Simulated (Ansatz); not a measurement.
## Density of states of InSb

```cif
data_structure
_symmetry_space_group_name_H-M 'F-43m'
_symmetry_Int_Tables_number 216
_cell_length_a 6.4782
_cell_length_b 6.4782
_cell_length_c 6.4782
_cell_angle_alpha 90.000
_cell_angle_beta 90.000
_cell_angle_gamma 90.000
_cell_volume 271.87
loop_
_atom_site_label
_atom_site_type_symbol
_atom_site_symmetry_multiplicity
_atom_site_Wyckoff_symbol
_atom_site_fract_x
_atom_site_fract_y
_atom_site_fract_z
_atom_site_occupancy
In1 In 4 a 0.00000 0.00000 0.00000 1
Sb1 Sb 4 c 0.25000 0.25000 0.25000 1
```

The runs use the primitive cell with vectors (0.000, 3.239, 3.239), (3.239, 0.000, 3.239), (3.239, 3.239, 0.000) Å, to which the k mesh refers.

The cell is COD entry 9008853, as deposited and not checked against the literature; nothing was relaxed.

No spin–orbit coupling, which matters for the heavy atoms here.

Method: DFT, LDA, all-electron LAPW, scalar-relativistic (Ansatz 0.2.0).

Settings: a Γ-centred 10×10×10 k mesh, Fermi–Dirac smearing of 0.03 eV, basis error target 0.25 meV/atom, no spin polarisation.

States per eV and cell, averaged over 0.6 eV, from -10.0 to 2.4 eV, with energies (bin centres) from the Fermi level; empty bins are left out. 

```tsv
E (eV)	total
-9.8	0.92
-9.2	1.85
-8.6	0.14
-6.2	0.06
-5.6	1.79
-5.0	0.65
-4.4	0.35
-3.8	0.22
-3.2	0.78
-2.6	1.49
-2.0	1.95
-1.4	1.70
-0.8	0.85
-0.2	0.16
0.4	0.03
1.0	0.41
1.6	1.81
2.2	1.29
```
